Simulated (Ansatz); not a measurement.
The system is MnS.

```
CELL_PARAMETERS angstrom
0.00000 2.60450 2.60450
2.60450 0.00000 2.60450
2.60450 2.60450 0.00000
ATOMIC_POSITIONS crystal
Mn 0.00000 0.00000 0.00000
S 0.50000 0.50000 0.50000
```

Base run:

| Property | Result |
| --- | --- |
| Program | Ansatz 0.2.0 |
| Functional | PBEsol |
| Potentials or basis | Ansatz PAW |
| Cutoff | 420 eV (not typed: the program's choice for these potentials) |
| k mesh | 9 × 9 × 9 |
| Occupations | fermi-dirac, width 0.05 eV |
| Spin | collinear spin, ferromagnetic start |
| Starting moments | [4.0, 0.0] μB |

Its results: band gap on the k mesh none (metal or under the smearing width); pressure -7.3 GPa; net moment 4.68 μB per cell; site moments Mn +4.18; S +0.14 μB.

**Question.** The run is repeated on the same cell with these changes: hubbard terms from none to Mn d U = 6 eV; hubbard projectors from none to ortho-atomic (the default). What comes out?

**Answer.** Band gap on the k mesh 1.06 eV, indirect (least direct gap 3.02 eV); pressure 3.1 GPa; net moment 5.00 μB per cell; site moments Mn +4.54; S +0.07 μB.

The U term pushes filled and empty states of the shell apart.

Caveats: a cell with one magnetic atom can't hold antiferromagnetic order, which such compounds often take; the PAW data sets come from PBE, with cores solved anew for the run's functional, which leaves a small shift of forces and pressure; semilocal functionals often make such compounds metallic where correlation or magnetic order opens a gap, which also shifts bond lengths (some runs); the magnetic or orbital state may not be the lowest (some runs); odd divisions of the mesh miss points on the zone boundary, where band edges often lie, so the gap on the mesh can be too wide (some runs).

A k mesh can miss the band edges.
